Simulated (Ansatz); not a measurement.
SnSe$_{2}$ (P-3m1), clamped-ion strain scan

The calculation used DFT LDA, scalar-relativistic, plane waves, PAW (Ansatz). The runs took a 420 eV cutoff, a Γ-centred 9×9×6 mesh and Gaussian smearing (0.05 eV). No spin polarisation. Energies are free energies at this smearing, counted from the undisturbed cell; pressure is positive in compression.

Reference structure (as given, not relaxed at this level; it stands at 0.5 GPa):

```
CELL_PARAMETERS angstrom
3.81100 0.00000 0.00000
-1.90550 3.30042 0.00000
0.00000 0.00000 6.13700
ATOMIC_POSITIONS crystal
Sn 0.00000 0.00000 0.00000
Se 0.33333 0.66667 0.25000
Se 0.66667 0.33333 0.75000
```

The cell holds layers and no dispersion correction was added, so their binding is poorly described.

The cell is strained by ε times the Voigt pattern (0, 1, 0, 0, 0, 0) (xx, yy, zz, yz, xz, xy; engineering shear) with fractional coordinates fixed.

| ε | ΔE (meV/atom) |
| --- | --- |
| -0.1500 | 310.8 |
| -0.1125 | 160.8 |
| -0.0750 | 65.6 |
| 0.0000 | 0.0 |
| 0.0375 | 12.3 |
| 0.1125 | 95.6 |
| 0.1500 | 157.4 |

(1) Predict the pressure (GPa) at each point.

## Answers

(1)
| ε | pressure (GPa) |
| --- | --- |
| -0.1500 | 19.3 |
| -0.1125 | 12.8 |
| -0.0750 | 7.6 |
| 0.0000 | 0.5 |
| 0.0375 | -1.9 |
| 0.1125 | -5.2 |
| 0.1500 | -6.3 |